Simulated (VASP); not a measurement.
A run of VASP 6.6.1:

INCAR

```
SYSTEM = SiC
PREC = Accurate
ENCUT = 600
EDIFF = 1E-7
ISMEAR = -1
SIGMA = 0.05
LREAL = .FALSE.
LASPH = .TRUE.
NELM = 60
ALGO = Normal
ISIF = 3
LWAVE = .FALSE.
LCHARG = .FALSE.
GGA = BF
LUSE_VDW = .TRUE.
ZAB_VDW = -1.8867
IBRION = 2
NSW = 40
EDIFFG = -0.005
```

File KPOINTS:

```
Automatic mesh
0
G
  10 10 10
  0 0 0
```

POSCAR

```
SiC
1.0
    0.0000000000      2.1790000000      2.1790000000
    2.1790000000      0.0000000000      2.1790000000
    2.1790000000      2.1790000000      0.0000000000
Si C
1 1
Direct
    0.0000000000      0.0000000000      0.0000000000
    0.7500000000      0.7500000000      0.7500000000
```

Potentials or basis: VASP PAW PBE potentials, release 64 (Si, C).

Launch:

```sh
$ cat potpaw_PBE.64/Si/POTCAR potpaw_PBE.64/C/POTCAR > POTCAR
$ mpirun -np 1 vasp_std > vasp.out
```

Hardware: 1 thread of AMD EPYC 7R43 64-Core Processor (Zen 3), on a shared host.

Estimate the wall time of this run.

Wall time 2.8 min on 1 thread of AMD EPYC 7R43 64-Core Processor (Zen 3), with other jobs on the host, peak memory 0.28 GiB. Counts: scf iterations 33, k points 47, ion steps 3.
